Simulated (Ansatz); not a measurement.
**Be in Ansatz: convergence with smearing width**

The system is Be.

```
Be
1.0
    -1.26090    1.21568    1.26380
     1.26073   -1.23085    1.27880
     1.26541    1.23536   -1.27896
Be
1
Direct
  0.00279 0.99550 0.99282
```

The cell isn't the ideal one: cell strained at random at fixed volume.

| Item | Value |
| --- | --- |
| Program | Ansatz 0.2.0 |
| Task | convergence study |
| Functional | r2SCAN |
| Potentials or basis | Ansatz PAW |
| Cutoff | 500 eV (not typed: the program's choice for these potentials) |
| k mesh | 11 × 11 × 11 |
| Occupations | fermi-dirac, width 0.3 eV |
| Spin | no spin polarisation |

These are the settings of the first run; the series varies smearing width, with any setting tied to it.

Hardware: 2 threads of Intel(R) Xeon(R) Processor @ 2.50GHz (Skylake/Cascade Lake) (shared host).

Task: The values tried are 0.3 eV, 0.2 eV, 0.15 eV, 0.1 eV, 0.05 eV, 0.025 eV, 0.01 eV, 0.005 eV, loosest first. From which on does the pressure stay within 0.1 GPa of the tightest run that finished?

Result: From 0.1 eV on.

| smearing width | energy less the tightest run, at zero smearing (meV/atom) | pressure (GPa) | SCF cycles | CPU time (s) | peak memory (GiB) |
| --- | --- | --- | --- | --- | --- |
| 0.3 eV | -1.73 | 0.27 | 6 | 10 | 0.34 |
| 0.2 eV | -1.38 | -0.20 | 6 | 11 | 0.35 |
| 0.15 eV | -1.22 | -0.42 | 6 | 10 | 0.34 |
| 0.1 eV | -0.81 | -0.59 | 6 | 11 | 0.35 |
| 0.05 eV | -0.23 | -0.67 | 6 | 10 | 0.34 |
| 0.025 eV | -0.05 | -0.68 | 6 | 10 | 0.34 |
| 0.01 eV | 0.00 | -0.68 | 6 | 10 | 0.35 |
| 0.005 eV | 0.00 | -0.68 | 6 | 10 | 0.35 |

Against the tightest run, the energy stays within 1 meV/atom from 0.1 eV on. Narrower smearing needs a denser k mesh, so at a fixed mesh the narrowest width isn't the most accurate. The tightest run that finished is the yardstick and may itself not be fully converged.

Caveat, for the tightest run too: the PAW data sets come from PBE, with cores solved anew for the run's functional, which leaves a small shift of forces and pressure.
